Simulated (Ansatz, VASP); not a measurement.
**Si2Mo: VASP beside Ansatz**

```
CELL_PARAMETERS angstrom
-1.60087 1.60087 3.90933
1.60087 -1.60087 3.90933
1.60087 1.60087 -3.90933
ATOMIC_POSITIONS crystal
Si 0.33529 0.33529 0.00000
Si 0.66471 0.66471 0.00000
Mo 0.00000 0.00000 0.00000
```

Alike in both runs: functional r2SCAN; k mesh 18 × 18 × 18; occupations gaussian, width 0.1 eV; no spin polarisation.

Ansatz relaxed the structure, and its values are those at the end. VASP's run is a single point on that final structure, the one shown.

```csv
,VASP,Ansatz
version,VASP 6.6.1,Ansatz 0.2.0
potentials or method,"VASP PAW PBE potentials, release 64 (Si, Mo_sv)","scalar-relativistic, plane waves, PAW"
plane-wave cutoff (eV),520,500
valence electrons in the cell,22,22
```

Ansatz gave:

| Item | Value |
| --- | --- |
| gap on the k mesh at the Fermi level (eV) | none |
| pressure (GPa) | 0.0 |
| rms of the force components (eV/Å) | 0.000 |

**Question.** Which values does VASP return?

**Answer.** gap on the k mesh at the Fermi level (eV): none; pressure (GPa): 0.4; rms of the force components (eV/Å): 0.004.

A gap of «none» marks a metal or a gap that the smearing closes. The functional is the same, so the differences come from potentials, cutoffs and numerics.

Caveats: the PAW data sets were made with another functional, which shifts forces and pressure a little (VASP).
